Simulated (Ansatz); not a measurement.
Space group Fm-3m (No. 225). a = 4.007 Å, b = 4.007 Å, c = 4.007 Å, α = 90.00°, β = 90.00°, γ = 90.00°
```json
{"atom": "Li", "site": "4a", "symmetry": "m-3m", "x": "0.0000", "y": "0.0000", "z": "0.0000"}
{"atom": "H", "site": "4b", "symmetry": "m-3m", "x": "0.5000", "y": "0.0000", "z": "0.0000"}
```

Equation of state of this LiH structure (not necessarily the ground state), with shape and atoms relaxed at each volume where symmetry leaves them free. Level of theory: DFT PBE, scalar-relativistic, plane waves, PAW (Ansatz 0.2.0).

Plane waves to 420 eV, a k mesh through Γ of 10×10×10 on the computed 2-atom cell and Gaussian smearing (0.02 eV); no spin polarisation.

| V (Å³/atom) | E − E(largest V) (meV/atom) | P (GPa) | gap on mesh (eV) |
| --- | --- | --- | --- |
| 7.076 | 7.88 | 5.75 | 2.87 |
| 7.317 | 0.58 | 4.01 | 2.91 |
| 7.558 | -4.32 | 2.50 | 2.93 |
| 7.800 | -7.05 | 1.17 | 2.96 |
| 8.041 | -7.91 | 0.01 | 2.98 |
| 8.282 | -7.15 | -1.02 | 3.01 |
| 8.523 | -4.92 | -1.92 | 3.03 |
| 8.845 | 0.00 | -2.95 | 3.05 |

Fit a third-order Birch–Murnaghan equation to E(V).

V0 = 8.04 Å³/atom, B0 = 36 GPa, B0' = 3.3.